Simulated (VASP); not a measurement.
Crystal: BaTiO3 (Barioperovskite).

```
CELL_PARAMETERS angstrom
3.98550 0.00000 0.00000
0.00000 2.83690 2.84515
0.00000 -2.83690 2.84515
ATOMIC_POSITIONS crystal
Ba 0.00000 0.00000 0.00000
Ti 0.50000 0.51240 0.51240
O 0.50000 0.99184 0.50524
O 0.50000 0.50524 0.99184
O 0.00000 0.48740 0.48740
```

| Quantity | Value |
| --- | --- |
| Program | VASP 6.6.1 |
| Task | single point |
| Functional | PBEsol |
| Potentials or basis | VASP PAW PBE potentials, release 64 (Ba_sv, Ti_sv, O) |
| Cutoff | 520 eV |
| k mesh | 7 × 7 × 7 |
| Occupations | fermi-dirac, width 0.05 eV |
| Spin | no spin polarisation |

On this cell: pressure -2.1 GPa; largest force 0.277 eV/Å; band gap on the k mesh 1.88 eV, indirect (least direct gap 2.01 eV).

The same run follows on a disturbed copy (atoms moved at random, drawn with an rms of 0.05 Å):

```xyz
5
Lattice="3.9855 0.0000 0.0000 0.0000 2.8369 2.8451 0.0000 -2.8369 2.8451" Properties=species:S:1:pos:R:3 pbc="T T T"
Ba    0.0021   -0.0176    0.0169
Ti    2.0084   -0.0190    2.9397
O     1.9943    1.3448    4.2117
O     2.0598   -1.4399    4.3012
O     0.0209   -0.0364    2.8232
```

What does the disturbed cell give?

The energy moves by +2.5 meV/atom; pressure -1.5 GPa; largest force 0.635 eV/Å; band gap on the k mesh 1.90 eV, indirect (least direct gap 2.09 eV).

Forces in eV/Å, atoms in the order of the input:
```
Ba   0.120 -0.095  0.170
Ti  -0.039  0.194  0.079
O    0.060  0.049  0.286
O   -0.261  0.077 -0.574
O    0.121 -0.225  0.039
```

Stress tensor (GPa, compression positive):
```
-1.58  0.04 -0.03
 0.04 -1.34  1.24
-0.03  1.24 -1.53
```

Caveats: the PAW data sets were made with another functional, which shifts forces and pressure a little; spin-orbit coupling is left out, which moves the levels of the heavy elements; an odd mesh through Γ misses points on the zone boundary, where band edges often lie.
